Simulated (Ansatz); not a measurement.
**NiO in Ansatz: the effect of starting spin order**

The system is NiO.

```xyz
2
Lattice="0.0000 2.0859 2.0859 2.0859 0.0000 2.0859 2.0859 2.0859 0.0000" Properties=species:S:1:pos:R:3 pbc="T T T"
Ni    0.0000    0.0000    0.0000
O     2.0859    2.0859    2.0859
```

Alike in all runs:

| Property | Result |
| --- | --- |
| Program | Ansatz 0.2.0 |
| Task | single point |
| Functional | PBE |
| Potentials or basis | Ansatz PAW |
| Cutoff | 420 eV (not typed: the program's choice for these potentials) |
| k mesh | 11 × 11 × 11 |
| Occupations | fermi-dirac, width 0.05 eV |

Problem. One run gave: energy over the lowest run 53.3 meV/atom; pressure -1.6 GPa; final net moment 0.00 μB; final largest site moment 0.00 μB. Which starting spin order did it use?
A. random
B. spin off
C. fm

Solution. B.

```csv
starting spin order,spin,starting moments,energy over the lowest run (meV/atom),pressure (GPa),final net moment (μB),final largest site moment (μB)
spin off,no spin polarisation,-,53.3,-1.6,0.00,0.00
fm,"collinear spin, ferromagnetic start","[1.0, 0.0] μB",0.0,5.7,1.73,1.40
random,"collinear spin, random start","[-0.88, 0.0] μB",0.0,5.7,-1.73,1.40
```

Caveats: a cell with one magnetic atom can't hold antiferromagnetic order, which such compounds often take (some runs).
